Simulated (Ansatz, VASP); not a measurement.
# Sn4Te3Se (SnTe0.75Se0.25, rock salt) in two plane-wave programs, part 2 of 2

Wanted: the spread between two codes on one cell, functional and k mesh. The cell is invented: As first built, before any earlier steps moved the atoms or strained the cell (in the runner's words): 1x2x2 conventional cells of the SnTe type (32 atoms: 4 Se, 16 Sn, 12 Te); Te/Se share their sites, the best of 600 random draws by like-pair counts in two shells; start lattice by linear mixing of the end members' cells; atoms moved at random by 0.02 A. It may not be a known or stable phase. Of the first pair: The structure shown is the start of the Ansatz relaxation below; VASP solves that cell, so the two are compared at the walk's first step.

VASP 6.6.1 and Ansatz 0.2.0.

So far: Starting point; Ansatz: relaxation, PBE; VASP: single point, PBE, start cell, pair 1.

**4. Side by side**

Known differences besides the potentials themselves: the data sets hold 480 valence electrons in Ansatz (on its default PAW (the set named soft_2) files) and 320 in VASP; the cutoff is 420 eV in Ansatz and 400 eV in VASP (PREC = Accurate, projectors in real space). Total energies have different zeros and are not compared.

Forces on 10 of the 32 atoms, those with the largest forces and the largest differences (eV/Å; atoms numbered as in POSCAR):

```tsv
atom	Ansatz x, y, z	VASP x, y, z
Se1	0.011, 0.012, -0.047	0.021, 0.007, -0.049
Sn5	0.062, -0.385, -0.330	0.059, -0.386, -0.330
Sn7	0.002, 0.359, -0.480	0.002, 0.362, -0.484
Sn8	0.027, -0.416, 0.378	0.028, -0.417, 0.380
Sn11	-0.046, 0.033, 0.420	-0.043, 0.034, 0.420
Sn15	-0.010, -0.406, -0.027	-0.010, -0.407, -0.029
Sn16	-0.024, 0.451, 0.031	-0.023, 0.453, 0.032
Sn18	0.043, 0.324, 0.400	0.044, 0.324, 0.401
Te25	0.034, 0.042, 0.004	0.033, 0.039, -0.009
Te30	-0.007, -0.005, -0.032	-0.005, -0.007, -0.008
```

The forces differ by 4.2 meV/Å r.m.s., which is 2.5 % of the r.m.s. force of 0.167 eV/Å (both taken over all components).

**5. Ansatz: relaxation, PBE**

This run makes the geometry at which the two programs are then compared. The cell compared in this pair holds 1037.70 Å³, against 967.81 Å³ for the pair before.

The structure compared here is the end of the Ansatz relaxation.

This is the run of step 2 again, met here at its other cell.

**6. VASP: single point, PBE, relaxed cell, pair 2**

The same cell, functional, mesh and smearing now go to VASP, with its own data sets.

INCAR

```
SYSTEM = Sn4Te3Se
PREC = Accurate
ENCUT = 500
EDIFF = 1E-06
NELM = 120
ISMEAR = 1
SIGMA = 0.15
LREAL = Auto
ALGO = Normal
GGA = PE
NBANDS = 188
LORBIT = 11
LWAVE = .FALSE.
LCHARG = .FALSE.
ISIF = 2
ISYM = 0
LASPH = .TRUE.
GGA_COMPAT = .FALSE.
EFERMI = MIDGAP
KPAR = 4
```

POSCAR

```
Sn4Te3Se
1.0
    6.3870030000     -0.0115090000     -0.0128470000
   -0.0230170000     12.7443680000     -0.1248580000
   -0.0256940000     -0.1248580000     12.7497680000
Se Sn Te
4 16 12
Direct
    0.4678700000      0.0083900000      0.9937800000
    0.4788700000      0.2550900000      0.2407000000
    0.0225800000      0.0083400000      0.7428600000
    0.0250500000      0.7570700000      0.9932900000
    0.0226600000      0.9857000000      0.0023400000
    0.0302300000      0.2459600000      0.2514200000
    0.5041000000      0.9957600000      0.2544900000
    0.4809100000      0.2359300000      0.0141600000
    0.0151600000      0.9974700000      0.5163000000
    0.0081100000      0.2356900000      0.7517300000
    0.4693000000      0.0008200000      0.7657700000
    0.5057500000      0.2466200000      0.5024200000
    0.9957400000      0.4969900000      0.0027200000
    0.0030100000      0.7460700000      0.2542300000
    0.4944100000      0.4822300000      0.2513300000
    0.4732700000      0.7482000000      0.0033900000
    0.0019600000      0.4982000000      0.5039700000
    0.0043100000      0.7485700000      0.7663300000
    0.4934900000      0.4985900000      0.7524600000
    0.4986100000      0.7466400000      0.5032800000
    0.0059400000      0.0027600000      0.2433200000
    0.9891000000      0.2548100000      0.9947700000
    0.5095300000      0.0040000000      0.4954200000
    0.5052300000      0.2557700000      0.7435600000
    0.0053800000      0.2546200000      0.4947000000
    0.4946500000      0.5066700000      0.9950600000
    0.5006500000      0.7545100000      0.2466400000
    0.9952600000      0.5027800000      0.2455000000
    0.5011000000      0.5039000000      0.4941000000
    0.5046900000      0.7570800000      0.7471300000
    0.0007200000      0.5076000000      0.7461400000
    0.0041500000      0.7550600000      0.4954300000
```

KPOINTS

```
Points of the shifted mesh
16
Reciprocal
 0.1250000000  0.2500000000  0.2500000000 1
 0.1250000000  0.2500000000  0.7500000000 1
 0.1250000000  0.7500000000  0.2500000000 1
 0.1250000000  0.7500000000  0.7500000000 1
 0.3750000000  0.2500000000  0.2500000000 1
 0.3750000000  0.2500000000  0.7500000000 1
 0.3750000000  0.7500000000  0.2500000000 1
 0.3750000000  0.7500000000  0.7500000000 1
 0.6250000000  0.2500000000  0.2500000000 1
 0.6250000000  0.2500000000  0.7500000000 1
 0.6250000000  0.7500000000  0.2500000000 1
 0.6250000000  0.7500000000  0.7500000000 1
 0.8750000000  0.2500000000  0.2500000000 1
 0.8750000000  0.2500000000  0.7500000000 1
 0.8750000000  0.7500000000  0.2500000000 1
 0.8750000000  0.7500000000  0.7500000000 1
```

Potentials, in the order of the species: Se, Sn_d and Te (PBE family, release 64).

Started as:

```sh
$ mpirun -np 4 vasp_std
```

Numbers of over 12 decimals in the logs are rounded to 6 here.

Output:

```text
[... set-up lines as in an earlier step ...]
 entering main loop
       N       E                     dE             d eps       ncg     rms          rms(c)
DAV:   1     0.398592753277E+04    0.39859E+04   -0.12929E+05  6016   0.199E+03
DAV:   2     0.685362155816E+03   -0.33006E+04   -0.32400E+04  6016   0.573E+02
DAV:   3    -0.377298011432E+02   -0.72309E+03   -0.68619E+03  6736   0.224E+02
DAV:   4    -0.120556231421E+03   -0.82826E+02   -0.79524E+02  7000   0.685E+01
[...]
DAV:  15    -0.123487237958E+03    0.16758E-05   -0.18424E-05  6008   0.113E-02    0.164E-02
DAV:  16    -0.123487236905E+03    0.10527E-05   -0.45816E-06  5632   0.465E-03    0.117E-02
DAV:  17    -0.123487237373E+03   -0.46816E-06   -0.19469E-06  4328   0.411E-03
   1 F= -.12348724E+03 E0= -.12349200E+03  d E =0.143005E-01
```

From OUTCAR (step 6):

```text
  Total       -0.0871260     -0.0709185     -0.1163657      0.0120333     -0.0384927     -0.0155469
  in kB       -0.1345196     -0.1094958     -0.1796646      0.0185791     -0.0594314     -0.0240039
  external PRESSURE =      -0.1412267 kB  Pullay stress =       0.0000000 kB

 POSITION                                       TOTAL-FORCE (eV/Angst)
 -----------------------------------------------------------------------------------
      2.96256     -0.02254     12.66341         0.006450     -0.004059      0.006510
      3.04649      3.21540      3.03087         0.006309     -0.004811      0.007012
      0.12494      0.01328      9.46996        -0.006941      0.000224      0.005831
      0.11705      9.52407     12.56937        -0.007582      0.001962      0.005124
      0.12198     12.56157     -0.09353        -0.009026      0.009216     -0.009814
      0.18096      3.10287      3.17445        -0.004893      0.004971     -0.005405
      3.19023     12.65276      3.11388         0.000486      0.007010     -0.003383
      3.06578      2.99948      0.14490         0.008328      0.001418     -0.002887
      0.06060     12.64749      6.45797        -0.003472      0.003336      0.001285
      0.02706      2.90977      9.55485         0.006823     -0.004582      0.012287
      2.97773     -0.09056      9.75726         0.009389      0.005089     -0.002075
      3.21164      3.07446      6.36845         0.005443      0.002864      0.000156
      6.34829      6.32202     -0.04017        -0.004982     -0.002502      0.001002
     -0.00448      9.47641      3.14818         0.002043     -0.003470      0.000109
[...]
-----------------------------------------------------------------------------------
    total drift:                                0.015586     -0.017403      0.004925

  FREE ENERGIE OF THE ION-ELECTRON SYSTEM (eV)
  ---------------------------------------------------
  free  energy   TOTEN  =      -123.4872373733 eV

  energy  without entropy=     -123.5015378786  energy(sigma->0) =     -123.49200421

[... 1 part as in an earlier step ...]

[... 2 further parts left out ...]
[key lines of the parts left out:]
E-fermi :   5.6294
```

The run ends at a pressure of -0.01 GPa, with forces up to 0.018 eV/Å.

**7. Side by side**

What differs besides the data sets and the points named for the pairs above, as far as they apply: the data sets hold 480 valence electrons in Ansatz (on its default PAW (the set named soft_2) files) and 320 in VASP; the cutoff is 420 eV in Ansatz and 500 eV in VASP (PREC = Accurate, projectors in real space); Ansatz's pressure holds a Pulay correction, VASP's none. Total energies have different zeros and are not compared.

Compared:

```tsv
quantity	Ansatz	VASP	difference
pressure (GPa)	0.00	-0.01	+0.01
gap on the k mesh (eV)	0.891	0.889	+0.002
```

The largest component of a force difference here is 10 meV/Å. A gap on the mesh is an upper bound, since the band edges may lie between its points.

**8. Outcome**

- r.m.s. force difference (single point, PBE, start cell, pair 1): 4.2 meV/Å
- difference in gap on the k mesh (single point, PBE, relaxed cell, pair 2): 0.0022 eV

In words: The r.m.s. force difference is 4.2 meV/Å (single point, PBE, start cell, pair 1), within the 12 meV/Å picked in this series as the mark of a large difference. The data sets hold unlike numbers of valence electrons (480 in Ansatz and 320 in VASP), so part of the differences may come from the potentials. How closely two codes agree says nothing of how well the functional describes the real material.

[Lines on the potential files, build, host, timing and source positions are cut from VASP's logs without a mark.]

[Logs are printed without paths, hosts, clocks, repeated set-up lines and the standing remarks that a program may print on its own settings, such as how far it seeks lower states.]

[Hosts, paths, dates, database ids (printed as entryN), source tags and the programs' standing remarks are cut or masked in the printed files.]
